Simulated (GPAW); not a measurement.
The system is Sb.

```
Sb
1.0
     2.15420    1.24373    3.75800
    -2.15420    1.24373    3.75800
     0.00000   -2.48746    3.75800
Sb
2
Cartesian
  0.0000 0.0000 8.6416
  0.0000 0.0000 2.6324
```

* Program: GPAW 26.7.0
* Task: relaxation of cell and atoms
* Functional: BP86
* Potentials or basis: PAW data sets generated in the run's folder for this functional
* Cutoff: 600 eV
* Basis: pw
* k mesh: 5 × 5 × 5
* Occupations: fermi-dirac, width 0.05 eV
* Spin: no spin polarisation

At the start: pressure 2.9 GPa; volume 30.21 Å³/atom.

Task: Where does the relaxation end?

Result: Over 11 steps the energy falls by 18.7 meV/atom and the volume is 32.27 Å³/atom (+6.8 %); space group R-3m (No. 166, to 0.05 Å).

Step by step:
```
step  energy change (eV)  largest force (eV/Å)  pressure (GPa)  volume (Å³)
   1              0.0000                0.0175            2.95        60.41
   2             -0.0121                0.0697            2.21        61.13
   3             -0.0314                0.1967            0.10        63.58
   4             -0.0328                0.1844           -0.09        63.91
   5             -0.0360                0.0966           -0.29        64.57
   6             -0.0369                0.0287           -0.16        64.61
   7             -0.0371                0.0026            0.00        64.48
   8             -0.0371                0.0084            0.07        64.41
   9             -0.0373                0.0123            0.14        64.35
  10             -0.0374                0.0113            0.15        64.40
  11             -0.0375                0.0053            0.09        64.55
```

Final structure:
```
Sb
1.0
     2.19941    1.26983    3.85200
    -2.19941    1.26983    3.85200
     0.00000   -2.53965    3.85200
Sb
2
Direct
  0.76946 0.76946 0.76946
  0.23054 0.23054 0.23054
```

Caveat: later steps reuse the first step's grids.
